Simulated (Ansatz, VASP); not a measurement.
Two plane-wave programs on SiO2

```xyz
6
Lattice="4.1590 0.0000 0.0000 0.0000 4.1590 0.0000 0.0000 0.0000 3.0814" Properties=species:S:1:pos:R:3 pbc="T T T"
Si    2.0795    2.0795    1.5407
Si    0.0000    0.0000    0.0000
O     2.8881    2.8881    0.0000
O     0.8086    3.3503    1.5407
O     1.2709    1.2709    0.0000
O     3.3503    0.8086    1.5407
```

Alike in both runs: task single point; functional LDA; k mesh 6 × 6 × 10; occupations gaussian, width 0.05 eV; no spin polarisation.

```csv
,VASP,Ansatz
version,VASP 6.6.1,Ansatz 0.2.0
potentials or method,"VASP PAW LDA potentials, release 64 (Si, O)","scalar-relativistic, plane waves, PAW"
plane-wave cutoff (eV),520,520
valence electrons in the cell,32,32
```

|  | VASP | Ansatz | Ansatz less VASP |
| --- | --- | --- | --- |
| gap on the k mesh at the Fermi level (eV) | 2.86 | 2.86 | +0.002 |
| least direct gap on the mesh (eV) | 2.86 | 2.86 | +0.002 |
| rms of the force components (eV/Å) | 0.275 | 0.285 | +0.0100 |

Atom by atom the forces differ by 0.010 eV/Å (rms over components). Ansatz warned: «pseudo_functional_mismatch».
